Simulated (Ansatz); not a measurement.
**Ru: LAPW beside PAW**

The same cell of Ru is computed with LAPW, all electrons, frozen-core PAW and datasets made for this crystal, to set the results side by side.

This is Ru in the fcc structure; at room conditions it is hcp.

Computed with Ansatz 0.2.0 (DFT PBE, scalar-relativistic, unless a step's input says otherwise).

## 1. The system as given

Symmetry: Fm-3m, No. 225, cubic system. Conventional cell: a = 3.830 Å, b = 3.830 Å, c = 3.830 Å, α = 90.00°, β = 90.00°, γ = 90.00°. Ru (site symmetry m-3m) is surrounded by 12 Ru at 2.71 Å.

Structure file:

```
CELL_PARAMETERS angstrom
0.00000 1.91500 1.91500
1.91500 0.00000 1.91500
1.91500 1.91500 0.00000
ATOMIC_POSITIONS crystal
Ru 0.00000 0.00000 0.00000
```

Structure: COD 1534914, as refined from experiment and not relaxed.

## 2. LAPW, all electrons

The input, input.yaml:

```yaml
crystal:
  lattice:
    - [0.0, 1.915, 1.915]
    - [1.915, 0.0, 1.915]
    - [1.915, 1.915, 0.0]
  atoms:
    - { symbol: Ru, position: [0.0, 0.0, 0.0] }
kpoints:
  mp_grid: { grid: [16, 16, 16] }
  band_path:
    path:
      - [0.0, 0.0, 0.0]
      - [0.5, 0.0, 0.5]
      - [0.625, 0.25, 0.625]
      - [0.375, 0.375, 0.75]
      - [0.0, 0.0, 0.0]
      - [0.5, 0.5, 0.5]
      - [0.5, 0.25, 0.75]
      - [0.5, 0.0, 0.5]
    npoints: 8
scf:
  occupations: { method: fermi_dirac, width: 0.05 }
hamiltonian:
  xc: pbe
  pseudopotentials: { kind: all_electron, lapw: { basis_error: 0.0005 } }
output:
  forces: true
  stress: true
  eigenvalues: true
  populations: true
  dos: { projected: true, de: 0.2, e_range: [-14, 8] }
```

Output:

```text
Ru: projections on atomic orbitals take those of the free atom 1s2 2s2 2p6 3s2 3p6 3d10 4s2 4p6 4d7 5s1, of charge +0.00 (hamiltonian.pseudopotentials.projection_atoms)
LAPW: plane waves up to 8.690 Å⁻¹, error target 5.0e-4 eV per atom; small_component_spin mean_spin; Ru in spheres of 1.354 Å, 26 of its electrons in bands, Dirac shells []
Engine: ansatz 0.2.0
Pseudopotentials: kind: all_electron
Pseudopotential: Ru, LAPW, valence charge 26, Koelling and Harmon's equation, gaussian nucleus
Functional definition: PBE
  parameter kappa = 0.804
  parameter beta = 0.06672455060314922
  exchange = pbe_x(kappa = kappa, mu = beta*pi^2/3)
  correlation = pbe_c(beta = beta)
Crystal: 1 atoms, lattice volume = 14.045 Å³
Basis set: ecut = 287.6989559660381 eV, 169 PW (Γ), exchange–correlation at level 2
Bands: 17, of which v1, the nominal top of the filled ones, is band 13 counted from 1 (12 counted from 0)
Symmetry: 48 space group operations
Space group: Fm-3m (ITA 225), of the structure as read, at distance tolerance 2.4e-5 Å
k-points: 145 of 4096
Non-local potential: Ru, projectors of the file, none
Initial density: superposition of atomic densities (chi_scale 0.1, normalization cell)
Initial wavefunctions: plane waves of lowest kinetic energy (no species holds an atomic orbital)
Functional: x = pbe(κ = 0.804, μ = 0.2195149727645171), c = pbe(β = 0.06672455060314922)
iter 1 solved again at ethr=5.31e-4 eV; its pass at ethr=1.00e-1 eV (dr2=1.38e-1 eV) is discarded
SCF iter   1: F=—  HF=-123295.688592 eV  |F-HF|=—  |Δ(HF+E_count)|=         —  Δρ=4.42e-2  dr2=1.39e-1  ethr=5.31e-4  ⟨swp⟩=2.7  Hψ=16149  notcnv=0
preconditioner: auto → none  [metal: Δε(μ)=0.021 eV  Ē_g=11.209 eV  σ=0.050 eV  W_gap=0.10  n_scr=8 (ndim 8)  ℏωp=28.0 eV  f_vac=0.000  D(μ)=0.87/eV (n_scr^D=14)  sad-step TF]
iter 2 solved again at ethr=3.34e-5 eV; its pass at ethr=5.31e-4 eV (dr2=8.69e-3 eV) is discarded
SCF iter   2: F=—  HF=-123295.096819 eV  |F-HF|=—  |Δ(HF+E_count)|=   5.92e-1  Δρ=9.28e-3  dr2=8.70e-3  ethr=3.34e-5  ⟨swp⟩=2.0  Hψ=12779  notcnv=0
SCF iter   3: F=—  HF=-123295.073318 eV  |F-HF|=—  |Δ(HF+E_count)|=   2.35e-2  Δρ=7.23e-3  dr2=4.62e-3  ethr=3.34e-5  ⟨swp⟩=2.0  Hψ=7050  notcnv=0
SCF iter   4: F=—  HF=-123295.071742 eV  |F-HF|=—  |Δ(HF+E_count)|=   1.58e-3  Δρ=1.17e-3  dr2=1.29e-4  ethr=1.78e-5  ⟨swp⟩=2.0  Hψ=6960  notcnv=0
SCF iter   5: F=—  HF=-123295.071708 eV  |F-HF|=—  |Δ(HF+E_count)|=   3.39e-5  Δρ=1.21e-4  dr2=1.30e-6  ethr=4.97e-7  ⟨swp⟩=2.0  Hψ=7012  notcnv=0
SCF iter   6: F=-123295.071708 eV  HF=-123295.071708 eV  |F-HF|=1.82e-9  |Δ(HF+E_count)|=   6.35e-7  Δρ=3.69e-6  dr2=7.98e-10  ethr=5.01e-9  ⟨swp⟩=2.1  Hψ=7027  notcnv=0
SCF 1 converged in 6 iterations: F = -123295.071708 eV  dr2 = 7.98e-10
NSCF: frozen V_eff on 57 k-points
SCF converged after 6 iterations
Free energy (F): -123295.071708 eV
Harris-Foulkes:  -123295.071708 eV  (|F-HF|=1.82e-9)
Internal energy: -123295.061845 eV  (E = F + TS)
E sigma→0 (E₀):  -123295.066777 eV
Entropy (-TS):   -0.009863 eV (-9.863 meV/atom)
Fermi energy:    24.679869 eV
--- Per-component energies (eV) ---
  E_band       = -2482.100972
  E_kinetic    = 128210.472483
  E_xc         = -3641.035270
  E_electrostatic = -247864.499057  (all electrons and nuclei)
  E_smearing   = -0.009863  (= −TS)
  E_closure    = 0.000000  (closes the sum)
  E_atoms      = -123285.943890  (free atoms, spherical and without spin; not in F)
  Σ components = -123295.071708   (vs F -123295.071708, Δ=0.00e0)
  Basis errors (estimates in eV, not in F): energy 1.1e-4 per atom: plane waves 9.4e-5 (4.7e-5 summed), levels above the bands 6.4e-117, relativity 3.6e-8, radial functions 1.4e-5, core shells 7.0e-7; eigenvalues (radial functions only) 3.5e-7; not estimated: angular momenta, meshes, grids; target (lapw.basis_error) 5.0e-4; muffin-tin radii Ru 1.354 Å
--- Forces (eV/Å), atoms counted from 1 ---
  atom   1  Ru    -0.00000000     0.00000000     0.00000000
  max |Σ_I F_I| component: 4.11e-31 eV/Å
--- Stress (GPa, compression-positive) ---
       -4.497706       0.000000       0.000000
        0.000000      -4.497706       0.000000
        0.000000       0.000000      -4.497706
  P = ⅓ Tr σ = -4.4977 GPa (-44.977 kbar)
--- Band table (eV; the first three rows and the last of 145) ---
  k-point 0: bands = ["-245.0279", "-245.0279", "-245.0279", "-245.0163", "-245.0163", "-48.3172", "-17.7485", "-17.7485", "-17.7485", "16.9406", "22.1886", "22.1886", "22.1886", "24.5174", "24.5174", "39.5206", "44.9495"]
  k-point 1: bands = ["-245.0279", "-245.0279", "-245.0279", "-245.0163", "-245.0163", "-48.3113", "-17.7864", "-17.7535", "-17.7535", "17.1015", "22.1058", "22.2557", "22.2557", "24.4753", "24.4753", "39.7825", "44.2087"]
  k-point 2: bands = ["-245.0279", "-245.0279", "-245.0279", "-245.0163", "-245.0163", "-48.2945", "-17.8936", "-17.7677", "-17.7677", "17.5553", "21.9090", "22.4229", "22.4229", "24.3938", "24.3938", "40.4771", "42.7179"]
  k-point 144: bands = ["-245.0279", "-245.0279", "-245.0279", "-245.0163", "-245.0163", "-48.1089", "-18.3755", "-18.3755", "-18.1077", "19.9555", "21.3451", "21.3451", "24.1853", "26.7846", "34.8432", "34.8432", "36.3325"]
--- Löwdin populations: 1 site ---
  site symbol       q [e]
     0     Ru     43.9100
  spilling = 0.002045 (of n_electrons = 44.000000)
```

Wall time 11 s (1 thread, shared host).

In short: pressure -4.50 GPa; no gap.

Levels at the path's labelled points, in eV from the Fermi level:

| point | band 10 | band 11 | band 12 | band 13 | band 14 | band 15 | band 16 |
| --- | --- | --- | --- | --- | --- | --- | --- |
| Γ | -7.74 | -2.49 | -2.49 | -2.49 | -0.16 | -0.16 | 14.84 |
| X | -6.13 | -5.67 | 1.57 | 2.10 | 2.10 | 3.52 | 13.14 |
| U | -5.24 | -4.40 | -1.46 | 0.12 | 1.38 | 8.60 | 8.94 |
| K | -5.24 | -4.40 | -1.46 | 0.12 | 1.38 | 8.60 | 8.94 |
| Γ | -7.74 | -2.49 | -2.49 | -2.49 | -0.16 | -0.16 | 14.84 |
| L | -5.86 | -2.61 | -2.61 | 0.96 | 1.61 | 1.61 | 9.63 |
| W | -4.72 | -3.33 | -3.33 | -0.49 | 2.10 | 10.16 | 10.16 |
| X | -6.13 | -5.67 | 1.57 | 2.10 | 2.10 | 3.52 | 13.14 |

States per cell in windows of 1 eV (zero at the Fermi level; grid of 0.20 eV, so sharp peaks spill over the borders):

| from | to | total | Ru 4d | Ru 5s |
| --- | --- | --- | --- | --- |
| -8 | -7 | 0.02 | 0.00 | 0.02 |
| -7 | -6 | 0.09 | 0.00 | 0.08 |
| -6 | -5 | 0.94 | 0.69 | 0.22 |
| -5 | -4 | 1.50 | 1.34 | 0.14 |
| -4 | -3 | 1.14 | 1.08 | 0.04 |
| -3 | -2 | 1.61 | 1.49 | 0.09 |
| -2 | -1 | 1.36 | 1.25 | 0.08 |
| -1 | 0 | 1.27 | 1.18 | 0.05 |
| 0 | 1 | 1.05 | 0.99 | 0.04 |
| 1 | 2 | 1.44 | 1.37 | 0.05 |
| 2 | 3 | 0.33 | 0.23 | 0.08 |
| 3 | 4 | 0.25 | 0.10 | 0.10 |
| 4 | 5 | 0.25 | 0.07 | 0.11 |

## 3. Frozen-core PAW

Edit input.yaml of step 2 so:

```diff
@@ -24,3 +24,3 @@
   xc: pbe
-  pseudopotentials: { kind: all_electron, lapw: { basis_error: 0.0005 } }
+  pseudopotentials: { kind: paw }
 output:
@@ -29,3 +29,5 @@
   eigenvalues: true
+  efg: { contact_densities: true }
   populations: true
+  bader: true
   dos: { projected: true, de: 0.2, e_range: [-14, 8] }
```

Output (excerpt; [...] marks lines left out):

```text
Ru: output.efg is read without spin–orbit coupling, which moves field gradients at and beside such atoms by some per cent and up to a factor of two; PAW files take it under magnetization.noncollinear and magnetization.spin_orbit
[...]
Pseudopotentials: kind: paw
Pseudopotential: Ru, paw, valence charge 16, recommended cutoff 420 eV (normal)
[... 1 set-up line as earlier in the session ...]
[...]
Crystal: 1 atoms, lattice volume = 14.045 Å³
Basis set: ecut = 420 eV, 283 PW (Γ), exchange–correlation on 40×40×40 points (8 copies of the dense FFT grid, shifted against one another)
Bands: 12, of which v1, the nominal top of the filled ones, is band 8 counted from 1 (7 counted from 0)
[... 2 set-up lines as earlier in the session ...]
k-points: 145 of 4096
[...]
  atom   1  Ru    -0.00000000     0.00000000    -0.00000000
[...]
--- Stress (GPa, compression-positive) ---
       -4.448367       0.000000       0.000000
        0.000000      -4.448367       0.000000
        0.000000      -0.000000      -4.448367
  P = ⅓ Tr σ = -4.4484 GPa (-44.484 kbar)
--- PAW observables at the nuclei: V_zz in 10²¹ V/m², potentials from the cell's mean, atoms counted from 1 ---
  atom   1  Ru V_zz =    +0.000000   η = 0.0000   by run symmetry: forbidden
            electrostatic potential = -6804.451585 V   contact ρ = 719496.138828 e/Å³
--- Band table (eV; the first three rows and the last of 145) ---
  k-point 0: bands = ["-50.4865", "-19.9189", "-19.9189", "-19.9189", "14.7754", "20.0204", "20.0204", "20.0204", "22.3490", "22.3490", "37.3594", "42.7874"]
[...]
--- Löwdin populations: 1 site ---
  site symbol       q [e]
     0     Ru     15.9072
  spilling = 0.005800 (of n_electrons = 16.000000)
--- Bader charges: 1 site ---
  site symbol  charge [e]  shift [e]
     0     Ru      0.0000     0.0000
  estimated error of the sums over rays = 6.6e-7 e
```

It took 5.9 s on 1 thread, shared host.

Result: pressure -4.45 GPa; no gap.

## 4. Datasets made for this crystal

Edit input.yaml of step 3 so:

```diff
@@ -24,3 +24,3 @@
   xc: pbe
-  pseudopotentials: { kind: paw }
+  pseudopotentials: { kind: all_electron, datasets: crystal }
 output:
@@ -30,4 +30 @@
   efg: { contact_densities: true }
-  populations: true
-  bader: true
-  dos: { projected: true, de: 0.2, e_range: [-14, 8] }
```

Output (excerpt; [...] marks lines left out):

```text
[...]
Ru: output.efg is read without spin–orbit coupling, which moves field gradients at and beside such atoms by some per cent and up to a factor of two; PAW files take it under magnetization.noncollinear and magnetization.spin_orbit
[...]
[... 1 set-up line as earlier in the session ...]
Pseudopotential: Ru, paw, valence charge 16, recommended cutoff 300 eV (normal), Koelling and Harmon's equation, gaussian nucleus
[... 1 set-up line as earlier in the session ...]
[...]
Crystal: 1 atoms, lattice volume = 14.045 Å³
Basis set: ecut = 300 eV, 169 PW (Γ), exchange–correlation on 32×32×32 points (8 copies of the dense FFT grid, shifted against one another)
Bands: 8, of which v1, the nominal top of the filled ones, is band 4 counted from 1 (3 counted from 0)
[... 2 set-up lines as earlier in the session ...]
k-points: 145 of 4096
[...]
Fermi energy:    24.679899 eV
[...]
  The terms above E_closure are by the made datasets' own strengths, without shells solved beside the bands.
--- Forces (eV/Å), atoms counted from 1 ---
  atom   1  Ru     0.00000000    -0.00000000     0.00000000
[...]
--- Stress (GPa, compression-positive) ---
       -4.495160       0.000000       0.000000
        0.000000      -4.495160      -0.000000
        0.000000      -0.000000      -4.495160
  P = ⅓ Tr σ = -4.4952 GPa (-44.952 kbar)
  It holds what live shells' own plane waves past their cutoff add
--- PAW observables at the nuclei: V_zz in 10²¹ V/m², potentials from the cell's mean, atoms counted from 1 ---
  atom   1  Ru V_zz =    +0.000000   η = 0.0000   by run symmetry: forbidden
            electrostatic potential = -6804.634873 V   contact ρ = 719531.329760 e/Å³
--- Band table (eV; the first three rows and the last of 145) ---
  k-point 0: bands = ["16.9406", "22.1887", "22.1887", "22.1887", "24.5174", "24.5174", "39.5206"]
[...]
```

Run time: 7.9 s. Hardware: 1 thread, shared host.

In short: pressure -4.50 GPa; no gap.

| atom | contact density (e/Å³) |
| --- | --- |
| Ru | 719531.3 |

## 5. Comparison

```
          method  pressure (GPa)  SCF cycles, all passes
            LAPW           -4.50                       6
             PAW           -4.45                       6
crystal datasets           -4.50                       6
```

## 6. Results

| quantity | value |
| --- | --- |
| pressure | LAPW -4.50, PAW -4.45, crystal datasets -4.50 GPa |
| gap (LAPW) | none |

The pressure of -4.5 GPa pushes the cell to shrink, with the atoms held in place. There is no gap at this level; the crystal is a metal here. Ru 4d carries the largest share, 96 %, of the projected states within 0.3 eV of the Fermi level. The projection holds only the free atom's occupied shells (Ru 5s, Ru 4d in this range). In pressure, PAW differs from LAPW by +0.05 GPa. LAPW took about 1.9 times as long as PAW (11 s against 5.9 s, on a shared host and with the outputs that each input asks for).
